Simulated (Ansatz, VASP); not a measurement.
# Two plane-wave programs on AlN

File INCAR:

```
  ALGO = Normal
  EDIFF = 1E-6
  EDIFFG = -0.01
  ENCUT = 600
  GGA = PE
  IBRION = 2
  ISIF = 3
  ISMEAR = 0
  LASPH = T
  LCHARG = F
  LREAL = F
  LWAVE = F
  NELM = 100
  NSW = 100
  PREC = Accurate
  SIGMA = 0.02
```

File KPOINTS:

```
k-points
0
Gamma
  4 8 6
```

File POSCAR:

```
AlN
1.0
    5.7778375487      0.0000000000      0.0000000000
    0.0000000000      3.2024061547      0.0000000000
    0.0000000000      0.0000000000      5.2303917883
Al N
4 4
Direct
    0.8360691112      0.7500000000      0.4051494206
    0.6639308888      0.2500000000      0.9051494206
    0.3360691112      0.7500000000      0.0948505794
    0.1639308888      0.2500000000      0.5948505794
    0.8226118430      0.2500000000      0.5991012726
    0.6773881570      0.7500000000      0.0991012726
    0.3226118430      0.2500000000      0.9008987274
    0.1773881570      0.7500000000      0.4008987274
```

Input for Ansatz:

```yaml
crystal:
  lattice:
    - [5.7778375487, 0.0, 0.0]
    - [0.0, 3.2024061547, 0.0]
    - [0.0, 0.0, 5.2303917883]
  atoms:
    - { symbol: Al, position: [0.8360691112, 0.75, 0.4051494206] }
    - { symbol: Al, position: [0.6639308888, 0.25, 0.9051494206] }
    - { symbol: Al, position: [0.3360691112, 0.75, 0.0948505794] }
    - { symbol: Al, position: [0.1639308888, 0.25, 0.5948505794] }
    - { symbol: "N", position: [0.822611843, 0.25, 0.5991012726] }
    - { symbol: "N", position: [0.677388157, 0.75, 0.0991012726] }
    - { symbol: "N", position: [0.322611843, 0.25, 0.9008987274] }
    - { symbol: "N", position: [0.177388157, 0.75, 0.4008987274] }
basis:
  ecutwfc: 420
kpoints:
  mp_grid: { grid: [4, 8, 6] }
hamiltonian:
  xc: pbe
scf:
  occupations: { method: gaussian, width: 0.02 }
output:
  forces: true
  stress: true
  eigenvalues: true
  write_density: true
  write_potential: true
  elf: true
  volumetric_format: npy
relax:
  adjacent_minimum: "off"
  f_tol: 0.01
  max_steps: 80
  cell: { stress_tol: 0.05 }
```

Alike in both runs: task relaxation of cell and atoms; functional PBE; k mesh 4 × 8 × 6; occupations gaussian, width 0.02 eV; no spin polarisation.

```csv
,VASP,Ansatz
version,VASP 6.6.1,Ansatz 0.2.0
potentials or method,"VASP PAW PBE potentials, release 64 (Al, N)","scalar-relativistic, plane waves, PAW"
plane-wave cutoff (eV),600,420
valence electrons in the cell,32,32
```

|  | VASP | Ansatz | Ansatz less VASP |
| --- | --- | --- | --- |
| gap on the k mesh at the Fermi level, each at its own relaxed structure (eV) | 3.48 | 3.46 | -0.021 |
| relaxed volume (Å³/atom) | 12.07 | 12.10 | +0.026 |
| relaxed cell length with the largest relative difference (Å) | 3.201 | 3.204 | +0.0030 |

A k mesh can miss the band edges.
